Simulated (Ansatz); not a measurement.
Run this with Ansatz 0.2.0, Python API and show what comes out.

`pipeline_cas.py`:
```python
"""From the given cell of CaS to a relaxed cell, its gap and its density of states."""

import warnings

import ansatz as az
import numpy as np
from pymatgen.core import Lattice, Structure
from pymatgen.io.ase import AseAtomsAdaptor

SETTINGS = {
    "smearing": "Fixed",
    "tolerance": 1e-08,
    "xc": "r2scan",
    "vdw": "d4",
}


def count_gap(report):
    # lowest empty less highest filled band, counting bands; zero where they overlap
    return max(report.get("gap_by_band_count_ev") or 0.0, 0.0)


def setup_for(crystal, spacing):
    return (
        crystal.calculation()
        .occupations(SETTINGS["smearing"])
        .pseudopotentials("nc")
        .eigensolver("davidson", full_accuracy=True)
        .accuracy("medium")
        .scf(tolerance=SETTINGS["tolerance"], lower_state_search="standard")
        .functional(SETTINGS["xc"], dispersion=SETTINGS["vdw"])
        .kpoints(spacing=spacing)
    )

warnings.simplefilter("ignore", az.DeckWarning)

pmg_structure = Structure(
    Lattice([(0.0, 2.843, 2.843), (2.843, 0.0, 2.843), (2.843, 2.843, 0.0)]),
    ["Ca", "S"],
    [
        (0.0, 0.0, 0.0),
        (0.5, 0.5, 0.5),
    ],
)
xtal = az.Crystal.from_ase(AseAtomsAdaptor.get_atoms(pmg_structure))

relaxed = setup_for(xtal, 0.45).relax(cell=True, force_tolerance=0.01, max_steps=40).checkpoint(write="relax.run", compress=False).run()
cell = np.asarray(relaxed.lattice.cell_ang)
print("relaxed edges (A):", np.linalg.norm(cell, axis=1).round(4), " volume:", round(abs(np.linalg.det(cell)), 3), "A^3")
for site in relaxed.lattice.sites:
    print(" ", site.symbol, np.round(site.position_frac, 4) + 0.0)

final = az.Crystal.from_checkpoint("relax.run")
out = setup_for(final, 0.34).functional("r2scan").stress().band_table().density_of_states(energy_step=0.05).run()
data = out.report
dos = out.density_of_states()
print(f"pressure at the relaxed cell {np.trace(data['stress_gpa']) / 3:.3f} GPa, gap by band count {count_gap(data):.3f} eV")
if count_gap(data) == 0:
    print("states/eV at the Fermi level:", round(float(np.interp(dos.fermi_ev, dos.energies_ev, dos.spin_summed_g_bin_mean_per_ev)), 3))
```

```console
$ python pipeline_cas.py
relaxed edges (A): [4.0151 4.0151 4.0151]  volume: 45.769 A^3
  Ca [0. 0. 0.]
  S [0.5 0.5 0.5]
pressure at the relaxed cell -0.018 GPa, gap by band count 2.785 eV
```

Caveats:
- The settings weren't tested for convergence.
- Along an axis with an odd division the mesh misses the point at one half; a gap read on a finite mesh is an upper bound on this functional's gap.
- Semilocal gaps usually lie well under measured ones.
- Such functionals run on norm-conserving files made under PBE, which can move pressures by some GPa.
- The program warned that this SCF threshold is loose for forces or stresses.
- Of the deposited cell: the entry's cell lengths or inner coordinates differ somewhat from later room-temperature determinations.
- The crystal has a gap of about 2.78 eV on the mesh; bins of finite width blur the band edges.
- The structure is a deposited one; some such entries were measured under pressure or heat, so a shift against it needn't be the functional's error alone.
- Gaps and levels are Kohn-Sham values on a finite set of k-points.
- Where the second run takes another functional or mesh than the relaxation, its pressure isn't zero; pressure is positive in compression.
- The computed bands are complete only to about 5.0 eV above the Fermi level; beyond that the density of states is undercounted.
- The script silences the warnings on its input, which a real study should read.
- Wall time of the script: 90 s on 1 thread of Arm Neoverse N1 (shared host), peak memory 0.99 GiB.
